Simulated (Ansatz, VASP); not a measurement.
# BeTe: VASP beside Ansatz

Contents of INCAR:

```
PREC = Accurate
ENCUT = 600
EDIFF = 1E-7
ISMEAR = -1
SIGMA = 0.05
LREAL = False
LASPH = True
NELM = 80
ALGO = Fast
ISIF = 3
LWAVE = False
LCHARG = False
GGA = PE
IVDW = 12
IBRION = 2
NSW = 60
EDIFFG = -0.01
```

File KPOINTS:

```
regular mesh
0
Gamma
  8 8 8
```

POSCAR

```
BeTe
1.0
    0.0000000000      2.7700000000      2.7700000000
    2.7700000000      0.0000000000      2.7700000000
    2.7700000000      2.7700000000      0.0000000000
Te Be
1 1
Direct
    0.7500000000      0.7500000000      0.7500000000
    0.0000000000      0.0000000000      0.0000000000
```

input.yaml

```yaml
crystal:
  lattice:
    - [0.0, 2.77, 2.77]
    - [2.77, 0.0, 2.77]
    - [2.77, 2.77, 0.0]
  atoms:
    - { symbol: Te, position: [0.75, 0.75, 0.75] }
    - { symbol: Be, position: [0.0, 0.0, 0.0] }
hamiltonian:
  xc: pbe
  pseudopotentials: { kind: paw }
  dispersion: d3bj
kpoints:
  mp_grid: { grid: [8, 8, 8] }
scf:
  occupations: { method: fermi_dirac, width: 0.05 }
output:
  forces: true
  stress: true
relax:
  f_tol: 0.01
  max_steps: 40
  cell: { stress_tol: 0.05 }
```

Alike in both runs: task relaxation of cell and atoms; functional PBE; dispersion D3(BJ); k mesh 8 × 8 × 8; occupations fermi-dirac, width 0.05 eV; no spin polarisation.

|  | VASP | Ansatz |
| --- | --- | --- |
| version | VASP 6.6.1 | Ansatz 0.2.0 |
| potentials or method | VASP PAW PBE potentials, release 64 (Te, Be) | Ansatz PAW |
| plane-wave cutoff (eV) | 600 | 420 |
| valence electrons in the cell | 8 | 18 |

```csv
,VASP,Ansatz,Ansatz less VASP
relaxed volume (Å³/atom),21.78,21.73,-0.050
relaxed cell length with the largest relative difference (Å),3.950,3.947,-0.0030
energy change over the relaxation (meV/atom),-3,-2,+0.5
```

The two sets of potentials don't hold the same shells in valence.

Caveats: the plane-wave basis is chosen anew once the cell has moved, so the energies of steps on either side of that aren't comparable (Ansatz). A k mesh can miss the band edges. Zero-point motion and thermal expansion aren't in these numbers.
